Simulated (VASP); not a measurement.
# TePb (Fm-3m) in VASP: a series of runs

Runs on TePb. Level: PBE. Tasks: relaxation of the atoms.

All numbers are computed with VASP 6.6.1; they aren't measurements. Logs are shortened: lines on timing, memory, paths and dates and some standing lists are left out, and cuts for length are marked.

**What was measured.**

From a printed reference work, monograph, for a bulk crystal of TePb at 4.2 K: band gap 0.19 eV (direct).

The results are compared with them further down.

## Step 1: The crystal as given

It takes space group Fm-3m (No. 225, cubic). Conventional cell: a = 6.560 Å, b = 6.560 Å, c = 6.560 Å, α = 90.00°, β = 90.00°, γ = 90.00°. Te (site symmetry m-3m) has 6 Pb at 3.28 Å as nearest neighbours. Around Pb (site symmetry m-3m) lie 6 Te at 3.28 Å.

## Step 2: Relaxation of the atoms, PBE (a relaxed cell with its volume scaled by 0.94)

INCAR

```
SYSTEM = TePb
PREC = Accurate
ENCUT = 300
EDIFF = 1E-7
ISMEAR = 0
SIGMA = 0.03
LREAL = .FALSE.
LASPH = .TRUE.
NELM = 80
ALGO = Normal
ISIF = 2
LWAVE = .FALSE.
LCHARG = .FALSE.
GGA = PE
IBRION = 2
NSW = 40
EDIFFG = -0.01
```

KPOINTS

```
Automatic mesh
0
G
  4 4 4
  0 0 0
```

POSCAR

```
TePb                                    
1.0
    0.0000000000      3.2131730579      3.2131730579
    3.2131730579      0.0000000000      3.2131730579
    3.2131730579      3.2131730579      0.0000000000
  Te              Pb            
     1     1
Direct
     0.5000000000000000    0.5000000000000000    0.5000000000000000
     0.0000000000000000    0.0000000000000000    0.0000000000000000
```

Potentials or basis: VASP PAW PBE potentials, release 64 (Te, Pb).

The run is started by

```console
$ cat potpaw_PBE.64/Te/POTCAR potpaw_PBE.64/Pb/POTCAR > POTCAR
$ mpirun -np 1 vasp_std > vasp.out
```

OUTCAR:

```text
SYSTEM = TePb
   PREC = Accurate
   ENCUT = 300
   EDIFF = 1E-7
   ISMEAR = 0
   LREAL = .FALSE.
   LASPH = .TRUE.
   NELM = 80
   ISIF = 2
   GGA = PE
   IBRION = 2
   NSW = 40
   EDIFFG = -0.01

 ion  position               nearest neighbor table
   1  0.500  0.500  0.500-   2 3.21   2 3.21   2 3.21   2 3.21   2 3.21   2 3.21
   2  0.000  0.000  0.000-   1 3.21   1 3.21   1 3.21   1 3.21   1 3.21   1 3.21

  LATTYP: Found a face centered cubic cell.
 ALAT       =     6.4263461158

  Lattice vectors:

 A1 = (   0.0000000000,   3.2131730579,   3.2131730579)
 A2 = (   3.2131730579,   0.0000000000,   3.2131730579)
 A3 = (   3.2131730579,   3.2131730579,   0.0000000000)

Analysis of symmetry for initial positions (statically):
=====================================================================
 Subroutine PRICEL returns:
 Original cell was already a primitive cell.

 Routine SETGRP: Setting up the symmetry group for a
 face centered cubic supercell.

 Subroutine GETGRP returns: Found 48 space group operations
 (whereof 48 operations were pure point group operations)
 out of a pool of 48 trial point group operations.

The static configuration has the point symmetry O_h .

Analysis of symmetry for dynamics (positions and initial velocities):
=====================================================================
 Subroutine PRICEL returns:
 Original cell was already a primitive cell.

 Routine SETGRP: Setting up the symmetry group for a
 face centered cubic supercell.

 Subroutine GETGRP returns: Found 48 space group operations
 (whereof 48 operations were pure point group operations)
 out of a pool of 48 trial point group operations.

The dynamic configuration has the point symmetry O_h .

 Subroutine INISYM returns: Found 48 space group operations
 (whereof 48 operations are pure point group operations),
 and found     1 'primitive' translations

----------------------------------------------------------------------------------------

                                     Primitive cell

  volume of cell :      66.3487

  direct lattice vectors                    reciprocal lattice vectors
     0.000000000  3.213173058  3.213173058    -0.155609421  0.155609421  0.155609421
     3.213173058  0.000000000  3.213173058     0.155609421 -0.155609421  0.155609421
     3.213173058  3.213173058  0.000000000     0.155609421  0.155609421 -0.155609421

[... 72 lines left out ...]
   ISIF   =      2    stress and relaxation
   ISYM   =      2    0-nonsym 1-usesym 2-fastsym
   POTIM  = 0.5000    time-step for ionic-motion
   TEBEG  =    0.0;   TEEND  =   0.0 temperature during run
   PSTRESS=    0.0 pullay stress
   NELECT =      10.0000    total number of electrons
   NUPDOWN=      -1.0000    fix difference up-down
   EMIN   =  10.00;   EMAX   =-10.00  energy-range for DOS
   EFERMI =   0.00;   METHOD = LEGACY
   ISMEAR =     0;   SIGMA  =   0.03  broadening in eV -4-tet -1-fermi 0-gaus
   EFERMI_NEDOS =   21; number of points for ismear=-14 and -15
   IALGO  =     38    algorithm
   IMIX   =      4    mixing-type and parameters
     AMIX     =   0.40;   BMIX     =  1.00
     AMIX_MAG =   1.60;   BMIX_MAG =  1.00
  volume/ion in A,a.u.               =      33.17       223.87
  Fermi-wavevector in a.u.,A,eV,Ry     =   0.871226  1.646378 10.327289  0.759034
  Thomas-Fermi vector in A             =   1.990303
   LORBIT       =      0    0 simple, 1 ext, 2 COOP (PROOUT), +10 PAW based schemes
   GGA     = PE    functional components
   LHFCALC =     F    Hartree Fock is set to
   AEXX    =    0.0000 exact exchange contribution
   IVDW    =     0    specifies the selected vdW correction
   LEPSILON=     F    determine dielectric tensor
   LRPA    =     F    only Hartree local field effects (RPA)
 conjugate gradient relaxation of ions
 non-spin polarized calculation
 Gauss-broadening in eV      SIGMA  =   0.03
  energy-cutoff  :      300.00
  volume of cell :       66.35
 maximum number of plane-waves:       817
 NGX is ok and might be reduce to    28
   NGX = 13   NGY = 13   NGZ = 13

 number of electron      10.0000001 magnetization

 Free energy of the ion-electron system (eV)
  ---------------------------------------------------
  ext. energy  EPLUGINS =         0.00000000
  ---------------------------------------------------
  free energy    TOTEN  =        -7.49509310 eV

  energy without entropy =       -7.49509310  energy(sigma->0) =       -7.49509310

 E-fermi :   4.9187     XC(G=0):  -9.3040

 val. band max:        4.7847681626   @ k =   0.5000   0.0000   0.0000
 cond. band min:       5.4823140784   @ k =   0.5000   0.0000   0.0000
 fundamental gap:      0.6975459158
 Fermi energy:         4.9186638746

 k-point     1 :       0.0000    0.0000    0.0000
  band No.  band energies     occupation
      1      -7.3762      2.00000
      2      -0.7636      2.00000
      3       3.3697      2.00000
      4       3.3697      2.00000
      5       3.3697      2.00000
      6       8.8803      0.00000
      7       8.8803      0.00000
      8       8.8803      0.00000
      9      10.5184      0.00000
[... 73 lines left out ...]
 k-point     8 :      -0.2500    0.5000    0.2500
  band No.  band energies     occupation
      1      -5.5335      2.00000
      2      -3.2622      2.00000
      3       0.8709      2.00000
      4       0.8709      2.00000
      5       4.3921      2.00000
      6       6.4371      0.00000
      7       9.9945      0.00000
      8       9.9945      0.00000
      9      11.6579      0.00000

------------------------ aborting loop because EDIFF is reached ----------------------------------------

  FORCE on cell =-STRESS in cart. coord.  units (eV):
  Direction    XX          YY          ZZ          XY          YZ          ZX
  --------------------------------------------------------------------------------------
  -------------------------------------------------------------------------------------
  Total        1.1820477      1.1820477      1.1820477      0.0000000     -0.0000000      0.0000000
  in kB       28.5438951     28.5438951     28.5438951      0.0000000     -0.0000000      0.0000000
  external PRESSURE =      28.5438951 kB  Pullay stress =       0.0000000 kB

 VOLUME and BASIS-vectors are now :
 -----------------------------------------------------------------------------
  energy-cutoff  :      300.00
  volume of cell :       66.35
      direct lattice vectors                 reciprocal lattice vectors
     0.000000000  3.213173058  3.213173058    -0.155609421  0.155609421  0.155609421
     3.213173058  0.000000000  3.213173058     0.155609421 -0.155609421  0.155609421
     3.213173058  3.213173058  0.000000000     0.155609421  0.155609421 -0.155609421

 POSITION                                       TOTAL-FORCE (eV/Angst)
 -----------------------------------------------------------------------------------
      3.21317      3.21317      3.21317         0.000000     -0.000000     -0.000000
      0.00000      0.00000      0.00000        -0.000000      0.000000      0.000000
 -----------------------------------------------------------------------------------
    total drift:                                0.000000      0.000000      0.000000

  FREE ENERGIE OF THE ION-ELECTRON SYSTEM (eV)
  ---------------------------------------------------
  free  energy   TOTEN  =        -7.4950930993 eV

  energy  without entropy=       -7.4950930993  energy(sigma->0) =       -7.49509310

 reached required accuracy - stopping structural energy minimisation
```

OSZICAR:

```text
N       E                     dE             d eps       ncg     rms          rms(c)
DAV:   1     0.219833098434E+02    0.21983E+02   -0.28200E+03   144   0.553E+02
DAV:   2    -0.661203848501E+01   -0.28595E+02   -0.28471E+02   231   0.925E+01
DAV:   3    -0.759946765281E+01   -0.98743E+00   -0.98625E+00   177   0.201E+01
DAV:   4    -0.760915885775E+01   -0.96912E-02   -0.96908E-02   175   0.243E+00
DAV:   5    -0.760931302602E+01   -0.15417E-03   -0.15417E-03   181   0.289E-01    0.821E+00
DAV:   6    -0.749909722665E+01    0.11022E+00   -0.31280E-01   149   0.238E+00    0.509E+00
DAV:   7    -0.749621020659E+01    0.28870E-02   -0.15999E-01   157   0.185E+00    0.149E+00
DAV:   8    -0.749496176736E+01    0.12484E-02   -0.22670E-02   146   0.822E-01    0.480E-01
DAV:   9    -0.749508459856E+01   -0.12283E-03   -0.98056E-04   147   0.220E-01    0.170E-01
DAV:  10    -0.749508759959E+01   -0.30010E-05   -0.18579E-04   166   0.771E-02    0.112E-02
DAV:  11    -0.749509328190E+01   -0.56823E-05   -0.35128E-05   164   0.342E-02    0.223E-02
DAV:  12    -0.749509288537E+01    0.39654E-06   -0.59576E-06   148   0.146E-02    0.116E-02
DAV:  13    -0.749509308211E+01   -0.19674E-06   -0.22825E-07   132   0.368E-03    0.150E-03
DAV:  14    -0.749509309935E+01   -0.17238E-07   -0.15023E-08    76   0.925E-04
   1 F= -.74950931E+01 E0= -.74950931E+01  d E =-.749509E+01
```

It took 3.4 s on 1 thread of Intel Xeon 6975P-C (Granite Rapids), shared host; peak memory 0.15 GiB.

Results:

* Free energy: -7.4951 eV
* Pressure after relaxing: 2.9 GPa
* Band gap on the k mesh: 0.70 eV, direct

Final structure:
```
CELL_PARAMETERS angstrom
0.00000 3.21317 3.21317
3.21317 0.00000 3.21317
3.21317 3.21317 0.00000
ATOMIC_POSITIONS crystal
Te 0.50000 0.50000 0.50000
Pb 0.00000 0.00000 0.00000
```

Levels at points of the mesh, in eV from the valence-band top:
| k point | band 1 | band 2 | band 3 | band 4 | band 5 | band 6 | band 7 | band 8 | band 9 |
| --- | --- | --- | --- | --- | --- | --- | --- | --- | --- |
| (0.00, 0.00, 0.00) | -12.16 | -5.55 | -1.42 | -1.42 | -1.42 | 4.10 | 4.10 | 4.10 | 5.73 |
| (0.50, 0.00, 0.00) | -10.68 | -8.68 | -0.96 | -0.96 | 0.00 | 0.70 | 1.23 | 1.23 | 8.35 |
| (0.50, 0.50, 0.00) | -10.50 | -7.32 | -4.64 | -2.90 | -2.90 | 3.21 | 5.54 | 5.54 | 6.81 |

Caveat: the k mesh is coarse (spacing up to 0.42 Å⁻¹), so the values aren't converged; the relaxation stopped at its first step, so nothing moved; spin-orbit coupling is left out, which as a rule narrows the gap of such compounds by several tenths of an eV.

## Step 3: Relaxation of the atoms, PBE (a relaxed cell with its volume scaled by 0.96)

INCAR is that of step 2.

KPOINTS is that of step 2.

POSCAR

```
TePb                                    
1.0
    0.0000000000      3.2358017828      3.2358017828
    3.2358017828      0.0000000000      3.2358017828
    3.2358017828      3.2358017828      0.0000000000
  Te              Pb            
     1     1
Direct
     0.5000000000000000    0.5000000000000000    0.5000000000000000
     0.0000000000000000    0.0000000000000000    0.0000000000000000
```

Potentials or basis: VASP PAW PBE potentials, release 64 (Te, Pb).

The run is started by

```console
$ cat potpaw_PBE.64/Te/POTCAR potpaw_PBE.64/Pb/POTCAR > POTCAR
$ mpirun -np 1 vasp_std > vasp.out
```

Run time: 3.5 s. Hardware: 1 thread of Intel Xeon 6975P-C (Granite Rapids), shared host; peak memory 0.15 GiB.

The run converged. Its results:

```yaml
Free_energy: -7.5155 eV
Pressure_after_relaxing: 1.8 GPa
Band_gap_on_the_k_mesh: 0.74 eV, direct
```

Final structure:
```
Te Pb
1.0
     0.00000    3.23580    3.23580
     3.23580    0.00000    3.23580
     3.23580    3.23580    0.00000
Te Pb
1 1
Direct
  0.50000 0.50000 0.50000
  0.00000 0.00000 0.00000
```

Levels at points of the mesh, in eV from the valence-band top:
```tsv
k point	band 2	band 3	band 4	band 5	band 6	band 7	band 8	band 9
(0.00, 0.00, 0.00)	-5.60	-1.33	-1.33	-1.33	4.08	4.08	4.08	5.79
(0.50, 0.00, 0.00)	-8.56	-0.89	-0.89	0.00	0.74	1.29	1.29	8.33
(0.50, 0.50, 0.00)	-7.29	-4.46	-2.77	-2.77	3.31	5.47	5.47	6.69
```

Caveat: the k mesh is coarse (spacing up to 0.42 Å⁻¹), so the values aren't converged; the relaxation stopped at its first step, so nothing moved; spin-orbit coupling is left out, which as a rule narrows the gap of such compounds by several tenths of an eV. A k mesh can miss the band edges.

## Step 4: Relaxation of the atoms, PBE (a relaxed cell with its volume scaled by 0.98)

INCAR is that of step 3.

KPOINTS is that of step 3.

POSCAR

```
TePb                                    
1.0
    0.0000000000      3.2581183623      3.2581183623
    3.2581183623      0.0000000000      3.2581183623
    3.2581183623      3.2581183623      0.0000000000
  Te              Pb            
     1     1
Direct
     0.5000000000000000    0.5000000000000000    0.5000000000000000
     0.0000000000000000    0.0000000000000000    0.0000000000000000
```

The run is started by

```console
$ cat potpaw_PBE.64/Te/POTCAR potpaw_PBE.64/Pb/POTCAR > POTCAR
$ mpirun -np 1 vasp_std > vasp.out
```

It took 3.5 s on 1 thread of Intel Xeon 6975P-C (Granite Rapids), shared host; peak memory 0.15 GiB.

The run converged. Its results:

```yaml
Free_energy: -7.5271 eV
Pressure_after_relaxing: 0.9 GPa
Band_gap_on_the_k_mesh: 0.79 eV, direct
```

Final structure:
```
CELL_PARAMETERS angstrom
0.00000 3.25812 3.25812
3.25812 0.00000 3.25812
3.25812 3.25812 0.00000
ATOMIC_POSITIONS crystal
Te 0.50000 0.50000 0.50000
Pb 0.00000 0.00000 0.00000
```

Levels at points of the mesh, in eV from the valence-band top:
```
           k point  band 3  band 4  band 5  band 6  band 7  band 8
(0.00, 0.00, 0.00)   -1.24   -1.24   -1.24    4.06    4.06    4.06
(0.50, 0.00, 0.00)   -0.82   -0.82    0.00    0.79    1.34    1.34
(0.50, 0.50, 0.00)   -4.30   -2.65   -2.65    3.40    5.39    5.39
```

Caveat: the relaxation stopped at its first step, so nothing moved; spin-orbit coupling is left out, which as a rule narrows the gap of such compounds by several tenths of an eV. A k mesh can miss the band edges.

[end of part 1 of 2]
